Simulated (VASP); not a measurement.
# Rb (Fm-3m) in VASP: a series of runs

One crystal, Rb, is run at these levels: r2SCAN; tasks: single point.

Everything below comes from runs of VASP 6.6.1. Logs are shortened: lines on timing, memory, paths and dates and some standing lists are left out, and cuts for length are marked.

## Step 1: Starting point

It takes space group Fm-3m (No. 225, cubic). The conventional cell has a = 7.280 Å, b = 7.280 Å, c = 7.280 Å, α = 90.00°, β = 90.00°, γ = 90.00°.

This isn't the form of Rb at room conditions, which is bcc.

## Step 2: Single point, r2SCAN

Contents of INCAR:

```
  PREC = Accurate
  ENCUT = 700
  EDIFF = 1E-6
  ISMEAR = -1
  SIGMA = 0.15
  LREAL = F
  LASPH = T
  NELM = 100
  ALGO = Normal
  ISIF = 2
  LWAVE = F
  LCHARG = F
  METAGGA = R2SCAN
  LMIXTAU = T
  ADDGRID = F
```

Contents of KPOINTS:

```
Automatic mesh
0
Gamma
  3 3 3
```

Contents of POSCAR:

```
Rb
1.0
    0.0790870000      3.6559800000      3.6130310000
    3.6559400000      0.0406780000      3.6514400000
    3.6810400000      3.7194890000      0.0155780000
Rb
1
Direct
   -0.0191540000      0.0033960000      0.0084760000
```

Potentials or basis: VASP PAW PBE potentials, release 64 (Rb_sv).

On the command line:

```sh
cat potpaw_PBE.64/Rb_sv/POTCAR > POTCAR
mpirun -np 1 vasp_std > vasp.out
```

OUTCAR:

```text
PREC = Accurate
   ENCUT = 700
   EDIFF = 1E-6
   ISMEAR = -1
   LREAL = F
   LASPH = T
   NELM = 100
   ISIF = 2
   METAGGA = R2SCAN

 Found     14 irreducible k-points:

 Following reciprocal coordinates:
            Coordinates               Weight
  0.000000  0.000000  0.000000      1.000000
  0.333333 -0.000000  0.000000      2.000000
  0.000000  0.333333  0.000000      2.000000
  0.333333  0.333333  0.000000      2.000000
 -0.333333  0.333333  0.000000      2.000000
  0.000000  0.000000  0.333333      2.000000
   k-points           NKPTS =     14   k-points in BZ     NKDIM =     14   number of bands    NBANDS=      8
   number of dos      NEDOS =    301   number of ions     NIONS =      1
   total plane-waves  NPLWV = 110592
   dimension x,y,z NGX =    48 NGY =   48 NGZ =   48
   dimension x,y,z NGXF=    96 NGYF=   96 NGZF=   96
   ions per type =               1
   NGX,Y,Z   is equivalent  to a cutoff of  15.52, 15.44, 15.25 a.u.
   NGXF,Y,Z  is equivalent  to a cutoff of  31.05, 30.89, 30.50 a.u.
 SYSTEM =  unknown system
   PREC   = accura    normal or accurate (medium, high low for compatibility)
   ISTART =      0    job   : 0-new  1-cont  2-samecut
   ICHARG =      2    charge: 1-file 2-atom 10-const
   ISPIN  =      1    spin polarized calculation?
   LNONCOLLINEAR =      F non collinear calculations
   LSORBIT =      F    spin-orbit coupling
   LASPH  =      T    aspherical Exc in radial PAW
   ENCUT  =  700.0 eV  51.45 Ry    7.17 a.u.  11.09 11.15 11.29*2*pi/ulx,y,z
   NELM   =    100;   NELMIN=  2; NELMDL= -5     # of ELM steps
   EDIFF  = 0.1E-05   stopping-criterion for ELM
   LREAL  =      F    real-space projection
   EDIFFG = 0.1E-04   stopping-criterion for IOM
   NSW    =      0    number of steps for IOM
   IBRION =     -1    ionic relax: 0-MD 1-quasi-New 2-CG
   NFREE  =      0    steps in history (QN), initial steepest desc. (CG)
   ISIF   =      2    stress and relaxation
   ISYM   =      2    0-nonsym 1-usesym 2-fastsym
   POTIM  = 0.5000    time-step for ionic-motion
   TEBEG  =    0.0;   TEEND  =   0.0 temperature during run
   PSTRESS=    0.0 pullay stress
   NELECT =       9.0000    total number of electrons
   NUPDOWN=      -1.0000    fix difference up-down
   EMIN   =  10.00;   EMAX   =-10.00  energy-range for DOS
   EFERMI =   0.00;   METHOD = LEGACY
   ISMEAR =    -1;   SIGMA  =   0.15  broadening in eV -4-tet -1-fermi 0-gaus
   EFERMI_NEDOS =   21; number of points for ismear=-14 and -15
   IALGO  =     38    algorithm
   IMIX   =      4    mixing-type and parameters
     AMIX     =   0.40;   BMIX     =  1.00
     AMIX_MAG =   1.60;   BMIX_MAG =  1.00
  volume/ion in A,a.u.               =      96.45       650.86
  Fermi-wavevector in a.u.,A,eV,Ry     =   0.742548  1.403213  7.501953  0.551378
  Thomas-Fermi vector in A             =   1.837453
   LORBIT       =      0    0 simple, 1 ext, 2 COOP (PROOUT), +10 PAW based schemes
   METAGGA = R2SCAN    functional components
   LHFCALC =     F    Hartree Fock is set to
   AEXX    =    0.0000 exact exchange contribution
   IVDW    =     0    specifies the selected vdW correction
   LEPSILON=     F    determine dielectric tensor
   LRPA    =     F    only Hartree local field effects (RPA)
 non-spin polarized calculation
  energy-cutoff  :      700.00
  volume of cell :       96.45
 maximum number of plane-waves:      4067
 NGX is ok and might be reduce to    48
   NGX = 23   NGY = 23   NGZ = 23

 number of electron       9.0000000 magnetization

 Free energy of the ion-electron system (eV)
  ---------------------------------------------------
  ext. energy  EPLUGINS =         0.00000000
  ---------------------------------------------------
  free energy    TOTEN  =       -14.01932619 eV

  energy without entropy =      -13.97286258  energy(sigma->0) =      -13.99609438

 E-fermi :  -0.3612     XC(G=0):  -5.5877

 val. band max:       -0.5418914606   @ k =   0.3333   0.3333   0.0000
 cond. band min:       0.6118736620   @ k =  -0.3333  -0.3333   0.3333
 fundamental gap:      1.1537651226
 Fermi energy:        -0.3611919187

 k-point     1 :       0.0000    0.0000    0.0000
  band No.  band energies     occupation
      1     -30.1661      2.00000
      2     -13.6601      2.00000
      3     -13.6600      2.00000
      4     -13.6599      2.00000
      5      -2.0840      1.99998
      6       3.7799      0.00000
      7       3.8829      0.00000
      8       4.0325      0.00000

 k-point     2 :       0.3333   -0.0000    0.0000
  band No.  band energies     occupation
      1     -30.1635      2.00000
      2     -13.7243      2.00000
      3     -13.6699      2.00000
      4     -13.6686      2.00000
      5      -0.8715      1.93554
      6       1.8297      0.00000
      7       3.7001      0.00000
      8       3.8259      0.00000

 k-point     3 :       0.0000    0.3333    0.0000
  band No.  band energies     occupation
      1     -30.1637      2.00000
      2     -13.7213      2.00000
      3     -13.6689      2.00000
      4     -13.6676      2.00000
      5      -0.9041      1.94782
      6       1.7527      0.00000
      7       3.6847      0.00000
      8       3.9341      0.00000

 k-point     4 :       0.3333    0.3333    0.0000
  band No.  band energies     occupation
      1     -30.1629      2.00000
      2     -13.7177      2.00000
      3     -13.6833      2.00000
      4     -13.6809      2.00000
      5      -0.5419      1.53871
      6       2.2460      0.00000
      7       2.5230      0.00000
      8       4.1198      0.00000

 k-point     5 :      -0.3333    0.3333    0.0000
  band No.  band energies     occupation
      1     -30.1620      2.00000
      2     -13.7181      2.00000
      3     -13.7122      2.00000
      4     -13.6799      2.00000
      5       0.7445      0.00126
      6       1.5314      0.00001
      7       1.5871      0.00000
      8       3.9350      0.00000

 k-point     6 :       0.0000    0.0000    0.3333
  band No.  band energies     occupation
      1     -30.1639      2.00000
      2     -13.7196      2.00000
      3     -13.6688      2.00000
      4     -13.6663      2.00000
      5      -0.9245      1.95427
      6       1.7043      0.00000
      7       3.7672      0.00000
      8       3.9044      0.00000

 [... further k-points ...]

------------------------ aborting loop because EDIFF is reached ----------------------------------------

  FORCE on cell =-STRESS in cart. coord.  units (eV):
  Direction    XX          YY          ZZ          XY          YZ          ZX
  --------------------------------------------------------------------------------------
  -------------------------------------------------------------------------------------
  Total       -0.0520273     -0.0559649     -0.0532757     -0.0504376      0.0102046     -0.0264925
  in kB       -0.8642686     -0.9296804     -0.8850076     -0.8378607      0.1695175     -0.4400885
  external PRESSURE =      -0.8929855 kB  Pullay stress =       0.0000000 kB

 VOLUME and BASIS-vectors are now :
 -----------------------------------------------------------------------------
  energy-cutoff  :      700.00
  volume of cell :       96.45
      direct lattice vectors                 reciprocal lattice vectors
     0.079087000  3.655980000  3.613031000    -0.140810279  0.138770703  0.139437870
     3.655940000  0.040678000  3.651440000     0.138745112 -0.137882505  0.136484505
     3.681040000  3.719489000  0.015578000     0.136888613  0.133960839 -0.138549672

 POSITION                                       TOTAL-FORCE (eV/Angst)
 -----------------------------------------------------------------------------------
      0.12119      3.61762      3.55636         0.000000      0.000000      0.000000
 -----------------------------------------------------------------------------------
    total drift:                                0.000000     -0.000000     -0.000000

  FREE ENERGIE OF THE ION-ELECTRON SYSTEM (eV)
  ---------------------------------------------------
  free  energy   TOTEN  =       -14.0193261918 eV

  energy  without entropy=      -13.9728625751  energy(sigma->0) =      -13.99609438
```

Wall time 99 s (1 thread of Intel Xeon 6975P-C (Granite Rapids), shared host); peak memory 0.35 GiB.

The run converged, but some of its settings lie outside the range that counts as converged, so its numbers aren't taken as properties of the crystal.

Results:

```yaml
Free_energy: -14.0193 eV
Pressure: -0.1 GPa
Band_gap_on_the_k_mesh: none (metal or under the smearing width)
```

Caveat: the k mesh is coarse (spacing up to 0.51 Å⁻¹), so the values aren't converged; the PAW data sets were made with another functional, which shifts forces and pressure a little.

[end of part 1 of 2]
